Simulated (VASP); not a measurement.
# CdTe (F-43m) in VASP: notebook

CdTe is run at these levels: r2SCAN; tasks: single point.

All numbers are computed with VASP 6.6.1; they aren't measurements. Logs are shortened: lines on timing, memory, paths and dates and some standing lists are left out, and cuts for length are marked.

**The experiment to reproduce.**

From a printed reference work, data compilation, for a bulk crystal of CdTe at 0 K: band gap 1.607 eV.

The results are compared with them further down.

## Step 1: The cell of the first run

It takes space group F-43m (No. 216, cubic). Conventional cell: a = 6.462 Å, b = 6.462 Å, c = 6.462 Å, α = 90.00°, β = 90.00°, γ = 90.00°. Within 3.7 Å of Cd (site symmetry -43m) lie 4 Te at 2.80 Å. Within 3.7 Å of Te (site symmetry -43m) lie 4 Cd at 2.80 Å.

## Step 2: Single point, r2SCAN

Contents of POSCAR:

```
CdTe
1.0
    3.2309681793      3.2309681793      0.0000000000
   -3.2309681793      3.2309681793      0.0000000000
    0.0000000000      3.2309681793      3.2309681793
Cd Te
1 1
Direct
    0.0000000000      0.0000000000      0.0000000000
    0.7500000000      0.2500000000      0.5000000000
```

Contents of INCAR.step1:

```
PREC = Accurate
ENCUT = 520
ISMEAR = 0
SIGMA = 0.01
LREAL = False
LASPH = True
NELM = 100
NBANDS = 16
GGA = PE
ALGO = Normal
EDIFF = 1E-4
LWAVE = True
LCHARG = False
```

Contents of INCAR.step2:

```
PREC = Accurate
ENCUT = 520
EDIFF = 1E-6
ISMEAR = 0
SIGMA = 0.01
LREAL = False
LASPH = True
NELM = 100
ALGO = Normal
ISIF = 2
LWAVE = False
LCHARG = False
METAGGA = R2SCAN
LMIXTAU = True
NBANDS = 16
ISTART = 1
```

Contents of KPOINTS:

```
regular mesh
0
Gamma
  6 6 6
```

Potentials or basis: VASP PAW PBE potentials, release 64 (Cd, Te).

Command:

```
$ cat potpaw_PBE.64/Cd/POTCAR potpaw_PBE.64/Te/POTCAR > POTCAR
$ cp INCAR.step1 INCAR
$ mpirun -np 1 vasp_std > vasp.out
$ cp INCAR.step2 INCAR
$ mpirun -np 1 vasp_std > vasp.out
```

OUTCAR:

```text
PREC = Accurate
   ENCUT = 520
   EDIFF = 1E-6
   ISMEAR = 0
   LREAL = False
   LASPH = True
   NELM = 100
   ISIF = 2
   METAGGA = R2SCAN
   ISTART = 1

 ion  position               nearest neighbor table
   1  0.000  0.000  0.000-   2 2.80   2 2.80   2 2.80   2 2.80
   2  0.750  0.250  0.500-   1 2.80   1 2.80   1 2.80   1 2.80

  LATTYP: Found a face centered cubic cell.
 ALAT       =     6.4619363586

  Lattice vectors:

 A1 = (   0.0000000000,   3.2309681793,   3.2309681793)
 A2 = (   3.2309681793,   0.0000000000,   3.2309681793)
 A3 = (   3.2309681793,   3.2309681793,   0.0000000000)

Analysis of symmetry for initial positions (statically):
=====================================================================
 Subroutine PRICEL returns:
 Original cell was already a primitive cell.

 Routine SETGRP: Setting up the symmetry group for a
 face centered cubic supercell.

 Subroutine GETGRP returns: Found 24 space group operations
 (whereof 24 operations were pure point group operations)
 out of a pool of 48 trial point group operations.

The static configuration has the point symmetry T_d .

Analysis of symmetry for dynamics (positions and initial velocities):
=====================================================================
 Subroutine PRICEL returns:
 Original cell was already a primitive cell.

 Routine SETGRP: Setting up the symmetry group for a
 face centered cubic supercell.

 Subroutine GETGRP returns: Found 24 space group operations
 (whereof 24 operations were pure point group operations)
 out of a pool of 48 trial point group operations.

The dynamic configuration has the point symmetry T_d .

 Subroutine INISYM returns: Found 24 space group operations
 (whereof 24 operations are pure point group operations),
 and found     1 'primitive' translations

----------------------------------------------------------------------------------------

                                     Primitive cell

  volume of cell :      67.4572

  direct lattice vectors                    reciprocal lattice vectors
     3.230968179  3.230968179  0.000000000     0.154752375  0.154752375 -0.154752375
    -3.230968179  3.230968179  0.000000000    -0.154752375  0.154752375 -0.154752375
     0.000000000  3.230968179  3.230968179     0.000000000  0.000000000  0.309504750

  length of vectors
     4.569279019  4.569279019  4.569279019     0.268038976  0.268038976  0.309504750

  position of ions in fractional coordinates (direct lattice)
     0.000000000  0.000000000  0.000000000
     0.750000000  0.250000000  0.500000000

  ion indices of the primitive-cell ions
   primitive index   ion index
                 1           1
                 2           2

----------------------------------------------------------------------------------------

 KPOINTS: regular mesh

Automatic generation of k-mesh.
 Grid dimensions read from file:
 generate k-points for:    6    6    6

 Generating k-lattice:

  Cartesian coordinates                     Fractional coordinates (reciprocal lattice)
     0.025792063  0.025792063 -0.025792063     0.166666667  0.000000000  0.000000000
    -0.025792063  0.025792063 -0.025792063     0.000000000  0.166666667  0.000000000
     0.000000000  0.000000000  0.051584125     0.000000000  0.000000000  0.166666667

  Length of vectors
     0.044673163  0.044673163  0.051584125

  Shift w.r.t. Gamma in fractional coordinates (k-lattice)
     0.000000000  0.000000000  0.000000000

 Subroutine IBZKPT returns following result:
 ===========================================

 Found     16 irreducible k-points:

 Following reciprocal coordinates:
            Coordinates               Weight
  0.000000  0.000000  0.000000      1.000000
  0.166667  0.000000  0.000000      8.000000
  0.333333  0.000000  0.000000      8.000000
  0.500000  0.000000  0.000000      4.000000
  0.166667  0.166667  0.000000     12.000000
  0.333333  0.166667  0.000000     24.000000
[... 8 lines left out ...]
  0.500000  0.333333  0.166667     24.000000
  0.500000  0.500000  0.166667     12.000000
   k-points           NKPTS =     16   k-points in BZ     NKDIM =     16   number of bands    NBANDS=     16
   number of dos      NEDOS =    301   number of ions     NIONS =      2
   total plane-waves  NPLWV =  46656
   dimension x,y,z NGX =    36 NGY =   36 NGZ =   36
   dimension x,y,z NGXF=    72 NGYF=   72 NGZF=   72
   ions per type =               1   1
   NGX,Y,Z   is equivalent  to a cutoff of  13.10, 13.10, 13.10 a.u.
   NGXF,Y,Z  is equivalent  to a cutoff of  26.20, 26.20, 26.20 a.u.
 SYSTEM =  unknown system
   PREC   = accura    normal or accurate (medium, high low for compatibility)
   ISTART =      1    job   : 0-new  1-cont  2-samecut
   ICHARG =      0    charge: 1-file 2-atom 10-const
   ISPIN  =      1    spin polarized calculation?
   LNONCOLLINEAR =      F non collinear calculations
   LSORBIT =      F    spin-orbit coupling
   LASPH  =      T    aspherical Exc in radial PAW
   ENCUT  =  520.0 eV  38.22 Ry    6.18 a.u.   8.50  8.50  8.50*2*pi/ulx,y,z
   NELM   =    100;   NELMIN=  2; NELMDL=  0     # of ELM steps
   EDIFF  = 0.1E-05   stopping-criterion for ELM
   LREAL  =      F    real-space projection
   EDIFFG = 0.1E-04   stopping-criterion for IOM
   NSW    =      0    number of steps for IOM
   IBRION =     -1    ionic relax: 0-MD 1-quasi-New 2-CG
   NFREE  =      0    steps in history (QN), initial steepest desc. (CG)
   ISIF   =      2    stress and relaxation
   ISYM   =      2    0-nonsym 1-usesym 2-fastsym
   POTIM  = 0.5000    time-step for ionic-motion
   TEBEG  =    0.0;   TEEND  =   0.0 temperature during run
   PSTRESS=    0.0 pullay stress
   NELECT =      18.0000    total number of electrons
   NUPDOWN=      -1.0000    fix difference up-down
   EMIN   =  10.00;   EMAX   =-10.00  energy-range for DOS
   EFERMI =   0.00;   METHOD = LEGACY
   ISMEAR =     0;   SIGMA  =   0.01  broadening in eV -4-tet -1-fermi 0-gaus
   EFERMI_NEDOS =   21; number of points for ismear=-14 and -15
   IALGO  =     38    algorithm
   IMIX   =      4    mixing-type and parameters
     AMIX     =   0.40;   BMIX     =  1.00
     AMIX_MAG =   1.60;   BMIX_MAG =  1.00
  volume/ion in A,a.u.               =      33.73       227.61
  Fermi-wavevector in a.u.,A,eV,Ry     =   1.053957  1.991690 15.113703  1.110826
  Thomas-Fermi vector in A             =   2.189099
   LORBIT       =      0    0 simple, 1 ext, 2 COOP (PROOUT), +10 PAW based schemes
   METAGGA = R2SCAN    functional components
   LHFCALC =     F    Hartree Fock is set to
   AEXX    =    0.0000 exact exchange contribution
   IVDW    =     0    specifies the selected vdW correction
   LEPSILON=     F    determine dielectric tensor
   LRPA    =     F    only Hartree local field effects (RPA)
 non-spin polarized calculation
 Gauss-broadening in eV      SIGMA  =   0.01
  energy-cutoff  :      520.00
  volume of cell :       67.46
 maximum number of plane-waves:      1853
 NGX is ok and might be reduce to    36
   NGX = 17   NGY = 17   NGZ = 17

 number of electron      17.9999995 magnetization

 Free energy of the ion-electron system (eV)
  ---------------------------------------------------
  ext. energy  EPLUGINS =         0.00000000
  ---------------------------------------------------
  free energy    TOTEN  =       -46.62090794 eV

  energy without entropy =      -46.62090794  energy(sigma->0) =      -46.62090794

 E-fermi :   2.2939     XC(G=0):  -9.1447

 val. band max:        2.1850884554   @ k =   0.0000   0.0000   0.0000
 cond. band min:       3.4868180505   @ k =   0.0000   0.0000   0.0000
 fundamental gap:      1.3017295951
 Fermi energy:         2.2939471077

 k-point     1 :       0.0000    0.0000    0.0000
  band No.  band energies     occupation
      1      -9.3965      2.00000
      2      -6.4095      2.00000
      3      -6.4094      2.00000
      4      -6.4094      2.00000
      5      -6.1173      2.00000
      6      -6.1173      2.00000
[... 8 lines left out ...]
     15      12.0293      0.00000
     16      12.0293      0.00000

 k-point     2 :       0.1667    0.0000    0.0000
  band No.  band energies     occupation
      1      -9.2910      2.00000
      2      -6.3891      2.00000
      3      -6.3890      2.00000
      4      -6.3178      2.00000
      5      -6.1184      2.00000
      6      -6.1184      2.00000
[... 8 lines left out ...]
     15      11.1123      0.00000
     16      11.1383      0.00000

 k-point     3 :       0.3333    0.0000    0.0000
  band No.  band energies     occupation
      1      -9.0809      2.00000
      2      -6.3534      2.00000
      3      -6.3534      2.00000
      4      -6.1143      2.00000
      5      -6.1143      2.00000
      6      -6.0107      2.00000
[... 8 lines left out ...]
     15      11.5731      0.00000
     16      11.5731      0.00000

 k-point     4 :       0.5000    0.0000    0.0000
  band No.  band energies     occupation
      1      -8.9786      2.00000
      2      -6.3392      2.00000
      3      -6.3392      2.00000
      4      -6.1079      2.00000
      5      -6.1079      2.00000
      6      -5.7350      2.00000
[... 8 lines left out ...]
     15      13.1030      0.00000
     16      13.1030      0.00000
[... 172 lines left out ...]
 k-point    14 :       0.3333    0.3333    0.1667
  band No.  band energies     occupation
      1      -8.9488      2.00000
      2      -6.3037      2.00000
      3      -6.2954      2.00000
      4      -6.1619      2.00000
      5      -6.1036      2.00000
      6      -5.7752      2.00000
[... 8 lines left out ...]
     15      13.1353      0.00000
     16      14.2810      0.00000

 k-point    15 :       0.5000    0.3333    0.1667
  band No.  band energies     occupation
      1      -8.8849      2.00000
      2      -6.2935      2.00000
      3      -6.2799      2.00000
      4      -6.1435      2.00000
      5      -6.1139      2.00000
      6      -5.5683      2.00000
[... 8 lines left out ...]
     15      13.3299      0.00000
     16      14.0320      0.00000

 k-point    16 :       0.5000    0.5000    0.1667
  band No.  band energies     occupation
      1      -8.8537      2.00000
      2      -6.2634      2.00000
      3      -6.2626      2.00000
      4      -6.1698      2.00000
      5      -6.1033      2.00000
      6      -5.5142      2.00000
[... 8 lines left out ...]
     15      13.8632      0.00000
     16      14.2597      0.00000

------------------------ aborting loop because EDIFF is reached ----------------------------------------

  FORCE on cell =-STRESS in cart. coord.  units (eV):
  Direction    XX          YY          ZZ          XY          YZ          ZX
  --------------------------------------------------------------------------------------
  -------------------------------------------------------------------------------------
  Total        0.8928590      0.8928590      0.8928590      0.0000000     -0.0000000      0.0000000
  in kB       21.2063252     21.2063252     21.2063252      0.0000000     -0.0000000      0.0000000
  external PRESSURE =      21.2063252 kB  Pullay stress =       0.0000000 kB

 VOLUME and BASIS-vectors are now :
 -----------------------------------------------------------------------------
  energy-cutoff  :      520.00
  volume of cell :       67.46
      direct lattice vectors                 reciprocal lattice vectors
     3.230968179  3.230968179  0.000000000     0.154752375  0.154752375 -0.154752375
    -3.230968179  3.230968179  0.000000000    -0.154752375  0.154752375 -0.154752375
     0.000000000  3.230968179  3.230968179     0.000000000  0.000000000  0.309504750

 POSITION                                       TOTAL-FORCE (eV/Angst)
 -----------------------------------------------------------------------------------
      0.00000      0.00000      0.00000        -0.000000      0.000000      0.000000
      1.61548      4.84645      1.61548         0.000000     -0.000000      0.000000
 -----------------------------------------------------------------------------------
    total drift:                                0.000001      0.000000      0.000000

  FREE ENERGIE OF THE ION-ELECTRON SYSTEM (eV)
  ---------------------------------------------------
  free  energy   TOTEN  =       -46.6209079422 eV

  energy  without entropy=      -46.6209079422  energy(sigma->0) =      -46.62090794
```

Wall time 67 s (1 thread of Intel Xeon 6975P-C, shared host); peak memory 0.22 GiB.

Results:

| Item | Value |
| --- | --- |
| Free energy | -46.6209 eV |
| Pressure | 2.1 GPa |
| Band gap on the k mesh | 1.30 eV, direct |

Levels at points of the mesh, in eV from the valence-band top:
```csv
k point,band 5,band 6,band 7,band 8,band 9,band 10,band 11,band 12,band 13,band 14
"(0.00, 0.00, 0.00)",-8.30,-8.30,0.00,0.00,0.00,1.30,5.02,5.02,5.02,7.95
"(0.50, 0.00, 0.00)",-8.29,-7.92,-4.55,-0.80,-0.80,2.24,5.58,5.58,7.43,9.28
"(0.50, 0.50, 0.00)",-8.27,-7.76,-4.40,-1.94,-1.94,2.86,2.98,9.52,9.87,9.87
```

Caveat: the PAW data sets were made with another functional, which shifts forces and pressure a little; spin-orbit coupling is left out, which moves the levels of the heavy elements.

[end of part 1 of 2]
